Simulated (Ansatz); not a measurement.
Input, command and steps of an Ansatz relaxation.

```yaml
crystal:
  lattice:
    - [-2.2421745842, 2.2421745842, 2.2421745842]
    - [2.2421745842, -2.2421745842, 2.2421745842]
    - [2.2421745842, 2.2421745842, -2.2421745842]
  atoms:
    - { symbol: Sr, position: [0.0, 0.0, 0.0] }
basis:
  ecutwfc: 420
kpoints:
  mp_grid: { grid: [14, 14, 14] }
hamiltonian:
  xc: pbe
scf:
  occupations: { method: gaussian, width: 0.1 }
output:
  forces: true
  stress: true
  eigenvalues: true
relax:
  adjacent_minimum: "off"
  f_tol: 0.01
  max_steps: 60
  cell: { stress_tol: 0.1 }
```

```bash
ansatz run input.yaml --threads 1 --pin off --max-ram 2560MiB --backend cpu --events-out ev --progress --plain --runs-dir out
```

All numbers below come from DFT PBE, scalar-relativistic, plane waves, PAW (Ansatz).

Of 5 frames 5 are shown, positions in Å and forces in eV/Å; the SCF threshold varies from step to step. Steps run on the plane waves of an earlier cell, with a Pulay correction in the pressure. The basis is chosen afresh for the last frame, the zero of the energies, and at times for earlier ones too; energy and pressure step there, also at an unchanged geometry.

```xyz
1
Lattice="-2.2422 2.2422 2.2422 2.2422 -2.2422 2.2422 2.2422 2.2422 -2.2422" Properties=species:S:1:pos:R:3:forces:R:3 pbc="T T T" step=1 free_energy_over_end_meV_per_atom=68.98 pressure_GPa=2.82
Sr    0.0000    0.0000    0.0000    0.0000    0.0000    0.0000
1
Lattice="-2.2960 2.2960 2.2960 2.2960 -2.2960 2.2960 2.2960 2.2960 -2.2960" Properties=species:S:1:pos:R:3:forces:R:3 pbc="T T T" step=2 free_energy_over_end_meV_per_atom=24.57 pressure_GPa=1.53
Sr    0.0000    0.0000    0.0000    0.0000    0.0000    0.0000
1
Lattice="-2.3667 2.3667 2.3667 2.3667 -2.3667 2.3667 2.3667 2.3667 -2.3667" Properties=species:S:1:pos:R:3:forces:R:3 pbc="T T T" step=3 free_energy_over_end_meV_per_atom=0.79 pressure_GPa=0.21
Sr    0.0000    0.0000    0.0000    0.0000    0.0000    0.0000
1
Lattice="-2.3787 2.3787 2.3787 2.3787 -2.3787 2.3787 2.3787 2.3787 -2.3787" Properties=species:S:1:pos:R:3:forces:R:3 pbc="T T T" step=4 free_energy_over_end_meV_per_atom=0.21 pressure_GPa=0.02
Sr    0.0000    0.0000    0.0000    0.0000    0.0000    0.0000
1
Lattice="-2.3787 2.3787 2.3787 2.3787 -2.3787 2.3787 2.3787 2.3787 -2.3787" Properties=species:S:1:pos:R:3:forces:R:3 pbc="T T T" step=5 free_energy_over_end_meV_per_atom=0.00 pressure_GPa=0.02
Sr    0.0000    0.0000    0.0000    0.0000    0.0000    0.0000
```

The run took 14 s on 1 thread of Arm Neoverse V2 (shared host), peak memory 0.33 GiB.